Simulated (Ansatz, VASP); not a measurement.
**CdTe in VASP and in Ansatz**

INCAR

```
SYSTEM = CdTe
ALGO = Normal ; EDIFF = 1E-7
ENCUT = 520 ; GGA = PS
ISIF = 2 ; ISMEAR = -1
LASPH = .True. ; LCHARG = .False.
LREAL = .False. ; LWAVE = .False.
NBANDS = 16 ; NELM = 100
PREC = Accurate ; SIGMA = 0.05
```

The input KPOINTS:

```
k-points
0
Gamma
  7 7 7
  0 0 0
```

Contents of POSCAR:

```
CdTe
1.0
    0.0000000000      3.2050000000      3.2050000000
    3.2050000000      0.0000000000      3.2050000000
    3.2050000000      3.2050000000      0.0000000000
Te Cd
1 1
Direct
    0.7500000000      0.7500000000      0.7500000000
    0.0000000000      0.0000000000      0.0000000000
```

File input.yaml:

```yaml
crystal:
  lattice:
    - [0.0, 3.205, 3.205]
    - [3.205, 0.0, 3.205]
    - [3.205, 3.205, 0.0]
  atoms:
    - { symbol: Te, position: [0.75, 0.75, 0.75] }
    - { symbol: Cd, position: [0.0, 0.0, 0.0] }
hamiltonian:
  xc: pbesol
  pseudopotentials: { kind: paw }
kpoints:
  mp_grid: { grid: [7, 7, 7] }
  band_path:
    path:
      - [[0.0, 0.0, 0.0], [0.5, 0.0, 0.5], [0.5, 0.25, 0.75], [0.375, 0.375, 0.75], [0.0, 0.0, 0.0], [0.5, 0.5, 0.5], [0.625, 0.25, 0.625], [0.5, 0.25, 0.75], [0.5, 0.5, 0.5], [0.375, 0.375, 0.75]]
      - [[0.625, 0.25, 0.625], [0.5, 0.0, 0.5]]
    npoints: 14
scf:
  occupations: { method: fermi_dirac, width: 0.05 }
  n_extra_bands: 6
output:
  forces: true
  stress: true
  eigenvalues: true
  fatbands: false
```

Alike in both runs: functional PBEsol; k mesh 7 × 7 × 7; occupations fermi-dirac, width 0.05 eV; no spin polarisation.

|  | VASP | Ansatz |
| --- | --- | --- |
| version | VASP 6.6.1 | Ansatz 0.2.0 |
| potentials or method | VASP PAW PBE potentials, release 64 (Te, Cd) | Ansatz PAW |
| plane-wave cutoff (eV) | 520 | 420 |
| valence electrons in the cell | 18 | 36 |
| task | single point | band structure |

VASP gave:

| Property | Result |
| --- | --- |
| gap on the k mesh at the Fermi level (eV) | 0.76 |
| least direct gap on the mesh (eV) | 0.76 |
| pressure (GPa) | 1.9 |

Q: What did Ansatz give for the same quantities?

A: gap on the k mesh at the Fermi level (eV): 0.76; least direct gap on the mesh (eV): 0.76; pressure (GPa): 1.7.

The two sets of potentials don't hold the same shells in valence.

Caveats: spin-orbit coupling is left out, which moves the levels of the heavy elements; the PAW data sets were made with another functional, which shifts forces and pressure a little (VASP); the PAW data sets come from PBE, with cores solved anew for the run's functional, which leaves a small shift of forces and pressure (Ansatz). As with any semilocal functional, this PBEsol gap is likely too small.
